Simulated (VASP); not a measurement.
# SnO (Romarchite) (P4/nmm) in VASP: notebook

One crystal, SnO (Romarchite), is run at these levels: LDA, r2SCAN, PBE, TB-mBJ; tasks: band structure.

Program: VASP 6.6.1. These are calculated values, not measurements. Logs are shortened: lines on timing, memory, paths and dates and some standing lists are left out, and cuts for length are marked.

### Step 1. The structure

Symmetry: P4/nmm, No. 129, tetragonal system. The conventional cell has a = 3.835 Å, b = 3.835 Å, c = 4.728 Å, α = 90.00°, β = 90.00°, γ = 90.00°. Around Sn (site symmetry 4mm) lie 4 O at 2.24 Å. O (site symmetry -4m2) has 4 Sn at 2.24 Å as nearest neighbours.

### Step 2. Band structure, LDA

File INCAR:

```
SYSTEM = SnO
PREC = Accurate ; ENCUT = 520
EDIFF = 1E-7 ; ISMEAR = 0
SIGMA = 0.03 ; LREAL = .False.
LASPH = .True. ; NELM = 80
ALGO = Normal ; ISIF = 2
LWAVE = .False. ; LCHARG = .False.
GGA = CA ; KPAR = 2
```

File KPOINTS:

```
Automatic mesh
0
Gamma
  8 8 6
  0 0 0
```

File POSCAR:

```
SnO                                     
1.0
    3.8353843991      0.0000000000      0.0000000000
    0.0000000000      3.8353843991      0.0000000000
    0.0000000000      0.0000000000      4.7280490071
  Sn              O             
     2     2
Direct
     0.5000000000000000    0.0000000000000000    0.2459635701948528
     0.0000000000000000    0.5000000000000000    0.7540364298051472
     0.0000000000000000    0.0000000000000000    0.0000000000000000
     0.5000000000000000    0.5000000000000000    0.0000000000000000
```

File KPOINTS_OPT:

```
explicit points
213
Reciprocal
 0.0000000000  0.0000000000  0.0000000000 1
 0.0000000000  0.0357142857  0.0000000000 1
 0.0000000000  0.0714285714  0.0000000000 1
 0.0000000000  0.1071428571  0.0000000000 1
 0.0000000000  0.1428571429  0.0000000000 1
 0.0000000000  0.1785714286  0.0000000000 1
[... 205 lines left out ...]
 0.0000000000  0.0000000000  0.5269653000 1
 0.0000000000  0.0000000000  0.4730347000 1
```

Potentials or basis: VASP PAW LDA potentials, release 64 (Sn_d, O).

Started as:

```sh
$ cat potpaw_LDA.64/Sn_d/POTCAR potpaw_LDA.64/O/POTCAR > POTCAR
$ mpirun -np 2 vasp_std > vasp.out
```

OUTCAR:

```text
SYSTEM = SnO
   PREC = Accurate
   ENCUT = 520
   EDIFF = 1E-7
   ISMEAR = 0
   LREAL = .False.
   LASPH = .True.
   NELM = 80
   ISIF = 2
   GGA = CA

 ion  position               nearest neighbor table
   1  0.500  0.000  0.246-   3 2.24   4 2.24   4 2.24   3 2.24   2 3.57   2 3.57   2 3.57   2 3.57
                             2 3.62   2 3.62   2 3.62   2 3.62
   2  0.000  0.500  0.754-   3 2.24   4 2.24   3 2.24   4 2.24   1 3.57   1 3.57   1 3.57   1 3.57
                             1 3.62   1 3.62   1 3.62   1 3.62
   3  0.000  0.000  0.000-   1 2.24   2 2.24   2 2.24   1 2.24
   4  0.500  0.500  0.000-   1 2.24   2 2.24   1 2.24   2 2.24

  LATTYP: Found a simple tetragonal cell.
 ALAT       =     3.8353843991
 C/A-ratio  =     1.2327444958

  Lattice vectors:

 A1 = (   3.8353843991,   0.0000000000,   0.0000000000)
 A2 = (   0.0000000000,   3.8353843991,   0.0000000000)
 A3 = (   0.0000000000,   0.0000000000,   4.7280490071)

Analysis of symmetry for initial positions (statically):
=====================================================================
 Subroutine PRICEL returns:
 Original cell was already a primitive cell.

 Routine SETGRP: Setting up the symmetry group for a
 simple tetragonal supercell.

 Subroutine GETGRP returns: Found 16 space group operations
 (whereof  8 operations were pure point group operations)
 out of a pool of 16 trial point group operations.

The static configuration has the point symmetry D_2d.
 The point group associated with its full space group is D_4h.

Analysis of symmetry for dynamics (positions and initial velocities):
=====================================================================
 Subroutine PRICEL returns:
 Original cell was already a primitive cell.

 Routine SETGRP: Setting up the symmetry group for a
 simple tetragonal supercell.

 Subroutine GETGRP returns: Found 16 space group operations
 (whereof  8 operations were pure point group operations)
 out of a pool of 16 trial point group operations.

The dynamic configuration has the point symmetry D_2d.
 The point group associated with its full space group is D_4h.

 Subroutine INISYM returns: Found 16 space group operations
 (whereof  8 operations are pure point group operations),
 and found     1 'primitive' translations

----------------------------------------------------------------------------------------

                                     Primitive cell

  volume of cell :      69.5504

  direct lattice vectors                    reciprocal lattice vectors
     3.835384399  0.000000000  0.000000000     0.260730059  0.000000000  0.000000000
     0.000000000  3.835384399  0.000000000     0.000000000  0.260730059  0.000000000
     0.000000000  0.000000000  4.728049007     0.000000000  0.000000000  0.211503730

  length of vectors
     3.835384399  3.835384399  4.728049007     0.260730059  0.260730059  0.211503730

  position of ions in fractional coordinates (direct lattice)
     0.500000000  0.000000000  0.245963570
     0.000000000  0.500000000  0.754036430
     0.000000000  0.000000000  0.000000000
     0.500000000  0.500000000  0.000000000

  ion indices of the primitive-cell ions
   primitive index   ion index
                 1           1
                 2           2
                 3           3
                 4           4

----------------------------------------------------------------------------------------

 KPOINTS: Automatic mesh

Automatic generation of k-mesh.
 Grid dimensions read from file:
 generate k-points for:    8    8    6

 Generating k-lattice:

  Cartesian coordinates                     Fractional coordinates (reciprocal lattice)
     0.032591257  0.000000000  0.000000000     0.125000000  0.000000000  0.000000000
     0.000000000  0.032591257  0.000000000     0.000000000  0.125000000  0.000000000
     0.000000000  0.000000000  0.035250622     0.000000000  0.000000000  0.166666667

  Length of vectors
     0.032591257  0.032591257  0.035250622

  Shift w.r.t. Gamma in fractional coordinates (k-lattice)
[... 44 lines left out ...]
 maximum number of plane-waves:      1912
 NGX is ok and might be reduce to    30
   NGX = 15   NGY = 15   NGZ = 17

 number of electron      40.0000016 magnetization

 Free energy of the ion-electron system (eV)
  ---------------------------------------------------
  ext. energy  EPLUGINS =         0.00000000
  ---------------------------------------------------
  free energy    TOTEN  =       -25.68479846 eV

  energy without entropy =      -25.68450768  energy(sigma->0) =      -25.68465307

 E-fermi :   6.7968     XC(G=0): -10.7333

 val. band max:        6.7858620548   @ k =   0.1250   0.0000   0.0000
 cond. band min:       7.2247955852   @ k =   0.5000   0.5000   0.1667
 fundamental gap:      0.4389335305
 Fermi energy:         6.7967806272

 k-point     1 :       0.0000    0.0000    0.0000
  band No.  band energies     occupation
      1     -14.9250      2.00000
      2     -14.5552      2.00000
      3     -14.5552      2.00000
      4     -14.5404      2.00000
      5     -14.5057      2.00000
      6     -14.5037      2.00000
[... 16 lines left out ...]
     23      11.3017      0.00000
     24      11.4680      0.00000

 k-point     2 :       0.1250    0.0000    0.0000
  band No.  band energies     occupation
      1     -14.9160      2.00000
      2     -14.5522      2.00000
      3     -14.5506      2.00000
      4     -14.5393      2.00000
      5     -14.5061      2.00000
      6     -14.4979      2.00000
[... 16 lines left out ...]
     23      11.3986      0.00000
     24      11.8830      0.00000

 k-point     3 :       0.2500    0.0000    0.0000
  band No.  band energies     occupation
      1     -14.8911      2.00000
      2     -14.6027      2.00000
      3     -14.5430      2.00000
      4     -14.5378      2.00000
      5     -14.5098      2.00000
      6     -14.5067      2.00000
[... 16 lines left out ...]
     23      11.6783      0.00000
     24      11.7819      0.00000
[... 514 lines left out ...]
 k-point    23 :       0.3750    0.1250    0.1667
  band No.  band energies     occupation
      1     -14.8549      2.00000
      2     -14.7323      2.00000
      3     -14.5386      2.00000
      4     -14.5214      2.00000
      5     -14.5127      2.00000
      6     -14.4975      2.00000
[... 16 lines left out ...]
     23      11.0648      0.00000
     24      12.1408      0.00000

 k-point    24 :       0.5000    0.1250    0.1667
  band No.  band energies     occupation
      1     -14.8062      2.00000
      2     -14.8062      2.00000
      3     -14.5280      2.00000
      4     -14.5280      2.00000
      5     -14.5043      2.00000
      6     -14.5043      2.00000
[... 16 lines left out ...]
     23      11.7539      0.00000
     24      11.7539      0.00000

 [... further k-points ...]

------------------------ aborting loop because EDIFF is reached ----------------------------------------

  FORCE on cell =-STRESS in cart. coord.  units (eV):
  Direction    XX          YY          ZZ          XY          YZ          ZX
  --------------------------------------------------------------------------------------
  -------------------------------------------------------------------------------------
  Total       -2.2330368     -2.2330368     -1.6687502      0.0000000      0.0000000      0.0000000
  in kB      -51.4406786    -51.4406786    -38.4416611      0.0000000      0.0000000      0.0000000
  external PRESSURE =     -47.1076728 kB  Pullay stress =       0.0000000 kB

 VOLUME and BASIS-vectors are now :
 -----------------------------------------------------------------------------
  energy-cutoff  :      520.00
  volume of cell :       69.55
      direct lattice vectors                 reciprocal lattice vectors
     3.835384399  0.000000000  0.000000000     0.260730059  0.000000000  0.000000000
     0.000000000  3.835384399  0.000000000     0.000000000  0.260730059  0.000000000
     0.000000000  0.000000000  4.728049007     0.000000000  0.000000000  0.211503730

 POSITION                                       TOTAL-FORCE (eV/Angst)
 -----------------------------------------------------------------------------------
      1.91769      0.00000      1.16293        -0.000000      0.000000     -0.562284
      0.00000      1.91769      3.56512         0.000000      0.000000      0.562284
      0.00000      0.00000      0.00000         0.000000      0.000000      0.000000
      1.91769      1.91769      0.00000         0.000000      0.000000      0.000000
 -----------------------------------------------------------------------------------
    total drift:                                0.000000      0.000000     -0.000000

  FREE ENERGIE OF THE ION-ELECTRON SYSTEM (eV)
  ---------------------------------------------------
  free  energy   TOTEN  =       -25.6847984577 eV

  energy  without entropy=      -25.6845076829  energy(sigma->0) =      -25.68465307
```

It took 95 s on 2 MPI ranks of AMD EPYC 9R45 (Zen 5), shared host; peak memory 0.22 GiB.

What came out:

```
Free energy             : -25.6848 eV
Pressure                : -4.7 GPa
Largest force           : 0.562 eV/Å
Band gap along the path : none (metal or under the smearing width)
```

Forces in eV/Å, atoms in the order of the input:
```
Sn   0.000  0.000 -0.562
Sn   0.000  0.000  0.562
O    0.000  0.000  0.000
O    0.000  0.000  0.000
```

Levels at the corners of the path, in eV from the Fermi level:
| point | band 18 | band 19 | band 20 | band 21 | band 22 | band 23 |
| --- | --- | --- | --- | --- | --- | --- |
| Γ | -2.97 | -2.97 | -0.02 | 2.18 | 4.51 | 4.51 |
| X | -4.64 | -2.63 | -2.63 | 3.29 | 3.29 | 5.75 |
| X | -4.64 | -2.63 | -2.63 | 3.29 | 3.29 | 5.75 |
| M | -2.31 | -1.82 | -1.82 | -0.02 | -0.02 | 4.51 |
| M | -2.31 | -1.82 | -1.82 | -0.02 | -0.02 | 4.51 |
| Γ | -2.97 | -2.97 | -0.02 | 2.18 | 4.51 | 4.51 |
| Γ | -2.97 | -2.97 | -0.02 | 2.18 | 4.51 | 4.51 |
| Z | -2.99 | -2.93 | -2.00 | 1.60 | 2.74 | 2.74 |
| Z | -2.99 | -2.93 | -2.00 | 1.60 | 2.74 | 2.74 |
| R | -4.59 | -1.61 | -1.61 | 2.73 | 2.73 | 5.21 |
| R | -4.59 | -1.61 | -1.61 | 2.73 | 2.73 | 5.21 |
| A | -2.75 | -2.31 | -2.31 | 2.38 | 2.38 | 4.25 |
| A | -2.75 | -2.31 | -2.31 | 2.38 | 2.38 | 4.25 |
| Z | -2.99 | -2.93 | -2.00 | 1.60 | 2.74 | 2.74 |
| X | -4.64 | -2.63 | -2.63 | 3.29 | 3.29 | 5.75 |
| R | -4.59 | -1.61 | -1.61 | 2.73 | 2.73 | 5.21 |
| M | -2.31 | -1.82 | -1.82 | -0.02 | -0.02 | 4.51 |
| A | -2.75 | -2.31 | -2.31 | 2.38 | 2.38 | 4.25 |

Caveat: spin-orbit coupling is left out, which moves the levels of the heavy elements.

### Step 3. Band structure, r2SCAN

INCAR: that of step 2 with these lines changed.

```diff
@@ -7,2 +7,3 @@
 LWAVE = .False. ; LCHARG = .False.
-GGA = CA ; KPAR = 2
+METAGGA = R2SCAN ; LMIXTAU = .True.
+KPAR = 2
```

KPOINTS is that of step 2.

POSCAR is that of step 2.

KPOINTS_OPT is that of step 2.

Potentials or basis: VASP PAW PBE potentials, release 64 (Sn_d, O).

Started as:

```sh
$ cat potpaw_PBE.64/Sn_d/POTCAR potpaw_PBE.64/O/POTCAR > POTCAR
$ mpirun -np 2 vasp_std > vasp.out
```

It took 5.7 min on 2 MPI ranks of AMD EPYC 9R45 (Zen 5), shared host; peak memory 0.25 GiB.

It converged, with:

```
Free energy             : -66.8799 eV
Pressure                : -1.6 GPa
Largest force           : 0.489 eV/Å
Band gap on the k mesh  : 0.03 eV, indirect (least direct gap 2.13 eV)
Band gap along the path : 0.03 eV, indirect (least direct gap 2.13 eV)
```

Forces on the atoms (eV/Å):
```
Sn   0.000  0.000 -0.489
Sn   0.000  0.000  0.489
O    0.000  0.000  0.000
O    0.000  0.000  0.000
```

Stress tensor (GPa, compression positive):
```
-1.88  0.00  0.00
 0.00 -1.88  0.00
 0.00  0.00 -0.98
```

Levels at the corners of the path, in eV from the valence-band top:
```tsv
point	band 16	band 17	band 18	band 19	band 20	band 21	band 22	band 23	band 24
Γ	-6.48	-3.71	-3.40	-3.40	0.00	2.52	4.62	4.62	5.05
X	-5.17	-5.06	-5.06	-2.96	-2.96	3.62	3.62	6.03	6.03
X	-5.17	-5.06	-5.06	-2.96	-2.96	3.62	3.62	6.03	6.03
M	-5.29	-2.74	-2.74	-2.10	-2.10	0.03	0.03	4.85	4.85
M	-5.29	-2.74	-2.74	-2.10	-2.10	0.03	0.03	4.85	4.85
Γ	-6.48	-3.71	-3.40	-3.40	0.00	2.52	4.62	4.62	5.05
Γ	-6.48	-3.71	-3.40	-3.40	0.00	2.52	4.62	4.62	5.05
Z	-3.79	-3.41	-3.41	-2.89	-2.38	2.03	2.89	2.89	3.65
Z	-3.79	-3.41	-3.41	-2.89	-2.38	2.03	2.89	2.89	3.65
R	-5.69	-5.01	-5.01	-1.93	-1.93	2.96	2.96	5.46	5.46
R	-5.69	-5.01	-5.01	-1.93	-1.93	2.96	2.96	5.46	5.46
A	-5.83	-3.01	-3.01	-2.74	-2.74	2.42	2.42	4.65	4.65
A	-5.83	-3.01	-3.01	-2.74	-2.74	2.42	2.42	4.65	4.65
Z	-3.79	-3.41	-3.41	-2.89	-2.38	2.03	2.89	2.89	3.65
X	-5.17	-5.06	-5.06	-2.96	-2.96	3.62	3.62	6.03	6.03
R	-5.69	-5.01	-5.01	-1.93	-1.93	2.96	2.96	5.46	5.46
M	-5.29	-2.74	-2.74	-2.10	-2.10	0.03	0.03	4.85	4.85
A	-5.83	-3.01	-3.01	-2.74	-2.74	2.42	2.42	4.65	4.65
```

Caveat: the PAW data sets were made with another functional, which shifts forces and pressure a little; spin-orbit coupling is left out, which moves the levels of the heavy elements.

### Step 4. Band structure, PBE, spin-orbit coupling, no magnetisation

INCAR: that of step 3 with these lines changed.

```diff
@@ -7,3 +7,5 @@
 LWAVE = .False. ; LCHARG = .False.
-METAGGA = R2SCAN ; LMIXTAU = .True.
+LNONCOLLINEAR = .True. ; MAGMOM = 0 0 0 0 0 0 0 0 0 0 0 0
+LORBIT = 11 ; LSORBIT = .True.
+GGA_COMPAT = .False. ; GGA = PE
 KPAR = 2
```

File KPOINTS:

```
Automatic mesh
0
Gamma
  6 6 4
  0 0 0
```

POSCAR is that of step 3.

KPOINTS_OPT is that of step 3.

Started as:

```sh
$ cat potpaw_PBE.64/Sn_d/POTCAR potpaw_PBE.64/O/POTCAR > POTCAR
$ mpirun -np 2 vasp_ncl > vasp.out
```

Wall time 5.4 min (2 MPI ranks of AMD EPYC 9R45 (Zen 5), shared host); peak memory 0.45 GiB.

It converged, with:

| Property | Result |
| --- | --- |
| Free energy | -22.7580 eV |
| Pressure | 2.2 GPa |
| Largest force | 0.006 eV/Å |
| Valence electrons inside the program's atomic spheres | Sn 12.11; O 5.00 |

Forces on the atoms (eV/Å):
```
Sn   0.000  0.000  0.006
Sn   0.000  0.000 -0.006
O    0.000  0.000  0.000
O    0.000  0.000  0.000
```

Stress tensor (GPa, compression positive):
```
2.07 0.00 0.00
0.00 2.07 0.00
0.00 0.00 2.33
```

### Step 5. Band structure, TB-mBJ

POSCAR is that of step 4.

File INCAR.step1:

```
SYSTEM = SnO
PREC = Accurate ; ENCUT = 520
EDIFF = 1E-5 ; ISMEAR = 0
SIGMA = 0.03 ; LREAL = .False.
LASPH = .True. ; NELM = 80
ALGO = Normal ; ISIF = 2
LWAVE = .True. ; LCHARG = .False.
KPAR = 2 ; GGA = PE
```

File INCAR.step2:

```
SYSTEM = SnO
PREC = Accurate ; ENCUT = 520
EDIFF = 1E-7 ; ISMEAR = 0
SIGMA = 0.03 ; LREAL = .False.
LASPH = .True. ; NELM = 80
ALGO = Normal ; ISIF = 2
LWAVE = .False. ; LCHARG = .False.
METAGGA = MBJ ; KPAR = 2
ISTART = 1
```

File KPOINTS:

```
Automatic mesh
0
Gamma
  8 8 6
  0 0 0
```

KPOINTS_OPT is that of step 4.

Started as:

```sh
$ cat potpaw_PBE.64/Sn_d/POTCAR potpaw_PBE.64/O/POTCAR > POTCAR
$ cp INCAR.step1 INCAR
$ mpirun -np 2 vasp_std > vasp.out
$ cp INCAR.step2 INCAR
$ mpirun -np 2 vasp_std > vasp.out
```

Run time: 3.5 min. Hardware: 2 MPI ranks of AMD EPYC 9R45 (Zen 5), shared host; peak memory 0.24 GiB.

The run converged. Its results:

```yaml
Band_gap_on_the_k_mesh: 0.08 eV, indirect (least direct gap 2.22 eV)
Band_gap_along_the_path: 0.08 eV, indirect (least direct gap 2.22 eV)
```

Levels at the corners of the path, in eV from the valence-band top:
```
point  band 16  band 17  band 18  band 19  band 20  band 21  band 22  band 23  band 24
    Γ    -6.55    -4.01    -3.72    -3.72     0.00     2.66     4.45     4.45     5.33
    X    -5.28    -5.24    -5.24    -3.02    -3.02     3.60     3.60     5.90     5.90
    X    -5.28    -5.24    -5.24    -3.02    -3.02     3.60     3.60     5.90     5.90
    M    -5.42    -3.13    -3.13    -2.14    -2.14     0.08     0.08     4.92     4.92
    M    -5.42    -3.13    -3.13    -2.14    -2.14     0.08     0.08     4.92     4.92
    Γ    -6.55    -4.01    -3.72    -3.72     0.00     2.66     4.45     4.45     5.33
    Γ    -6.55    -4.01    -3.72    -3.72     0.00     2.66     4.45     4.45     5.33
    Z    -4.08    -3.73    -3.73    -2.70    -2.61     2.46     2.91     2.91     3.63
    Z    -4.08    -3.73    -3.73    -2.70    -2.61     2.46     2.91     2.91     3.63
    R    -5.73    -5.20    -5.20    -2.11    -2.11     2.96     2.96     5.38     5.38
    R    -5.73    -5.20    -5.20    -2.11    -2.11     2.96     2.96     5.38     5.38
    A    -5.88    -3.13    -3.13    -2.92    -2.92     2.22     2.22     4.75     4.75
    A    -5.88    -3.13    -3.13    -2.92    -2.92     2.22     2.22     4.75     4.75
    Z    -4.08    -3.73    -3.73    -2.70    -2.61     2.46     2.91     2.91     3.63
    X    -5.28    -5.24    -5.24    -3.02    -3.02     3.60     3.60     5.90     5.90
    R    -5.73    -5.20    -5.20    -2.11    -2.11     2.96     2.96     5.38     5.38
    M    -5.42    -3.13    -3.13    -2.14    -2.14     0.08     0.08     4.92     4.92
    A    -5.88    -3.13    -3.13    -2.92    -2.92     2.22     2.22     4.75     4.75
```

Caveat: the PAW data sets were made with another functional, which shifts forces and pressure a little; spin-orbit coupling is left out, which moves the levels of the heavy elements.

### Step 6. Band structure, TB-mBJ, spin-orbit coupling, no magnetisation

POSCAR is that of step 5.

INCAR.step1: that of step 5 with these lines changed.

```diff
@@ -7,2 +7,5 @@
 LWAVE = .True. ; LCHARG = .False.
-KPAR = 2 ; GGA = PE
+LNONCOLLINEAR = .True. ; MAGMOM = 0 0 0 0 0 0 0 0 0 0 0 0
+LORBIT = 11 ; LSORBIT = .True.
+GGA_COMPAT = .False. ; KPAR = 2
+GGA = PE
```

INCAR.step2: that of step 5 with these lines changed.

```diff
@@ -7,3 +7,5 @@
 LWAVE = .False. ; LCHARG = .False.
-METAGGA = MBJ ; KPAR = 2
-ISTART = 1
+LNONCOLLINEAR = .True. ; MAGMOM = 0 0 0 0 0 0 0 0 0 0 0 0
+LORBIT = 11 ; LSORBIT = .True.
+GGA_COMPAT = .False. ; METAGGA = MBJ
+KPAR = 2 ; ISTART = 1
```

File KPOINTS:

```
Automatic mesh
0
Gamma
  6 6 4
  0 0 0
```

KPOINTS_OPT is that of step 5.

Potentials or basis: VASP PAW PBE potentials, release 64 (Sn_d, O).

Started as:

```sh
$ cat potpaw_PBE.64/Sn_d/POTCAR potpaw_PBE.64/O/POTCAR > POTCAR
$ cp INCAR.step1 INCAR
$ mpirun -np 2 vasp_ncl > vasp.out
$ cp INCAR.step2 INCAR
$ mpirun -np 2 vasp_ncl > vasp.out
```

Wall time 13 min (2 MPI ranks of AMD EPYC 9R45 (Zen 5), shared host); peak memory 0.51 GiB.

Results (log left out):

- Valence electrons inside the program's atomic spheres: Sn 11.87; O 5.16

Caveat: the PAW data sets were made with another functional, which shifts forces and pressure a little.

### Step 7. The runs side by side

```tsv
level	potentials or basis	spin	k mesh	gap on the mesh (eV)	pressure (GPa)	largest force (eV/Å)
LDA	VASP PAW LDA potentials, release 64 (Sn_d, O)	off	8 × 8 × 6	-	-4.7	0.56
r2SCAN	VASP PAW PBE potentials, release 64 (Sn_d, O)	off	8 × 8 × 6	0.03	-1.6	0.49
PBE	VASP PAW PBE potentials, release 64 (Sn_d, O)	SOC, no magnetisation	6 × 6 × 4	-	2.2	0.01
TB-mBJ	VASP PAW PBE potentials, release 64 (Sn_d, O)	off	8 × 8 × 6	0.08	-	-
TB-mBJ	VASP PAW PBE potentials, release 64 (Sn_d, O)	SOC, no magnetisation	6 × 6 × 4	-	-	-
```

Alike in all rows: task band structure; cell as given; cutoff (eV) 520; smearing gaussian 0.03 eV.

Caveats: spin-orbit coupling is left out, which moves the levels of the heavy elements (some runs); the PAW data sets were made with another functional, which shifts forces and pressure a little (some runs).

Total energies depend on the potentials used, so only differences within one code and one set of settings carry meaning.
